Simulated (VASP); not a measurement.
A run of VASP 6.6.1 is set up as follows.

The input INCAR:

```
PREC = Accurate
ENCUT = 520
EDIFF = 1E-7
ISMEAR = -1
SIGMA = 0.05
LREAL = F
LASPH = T
NELM = 80
ALGO = Normal
ISIF = 2
LWAVE = F
LCHARG = F
GGA = PE
NBANDS = 16
```

Contents of KPOINTS:

```
regular mesh
0
Gamma
  8 8 8
```

File POSCAR:

```
CdSe
1.0
    0.0000000000      3.0702711986      3.0702711986
    3.0702711986      0.0000000000      3.0702711986
    3.0702711986      3.0702711986      0.0000000000
Cd Se
1 1
Direct
   -0.0077400000      0.0104390000      0.0035350000
    0.2666130000      0.2505300000      0.2362150000
```

Potentials or basis: VASP PAW PBE potentials, release 64 (Cd, Se).

Launch:

```console
$ cat potpaw_PBE.64/Cd/POTCAR potpaw_PBE.64/Se/POTCAR > POTCAR
$ mpirun -np 1 vasp_std > vasp.out
```

Problem. What does it give for the pressure?

Solution. 1.8 GPa.

Problem. What does it give for the largest force?

Solution. 0.499 eV/Å.

Problem. Predict the band gap on the k mesh.

Solution. 0.52 eV, direct.

Forces in eV/Å, atoms in the order of the input:
```
Cd  -0.405  0.165  0.241
Se   0.405 -0.165 -0.241
```
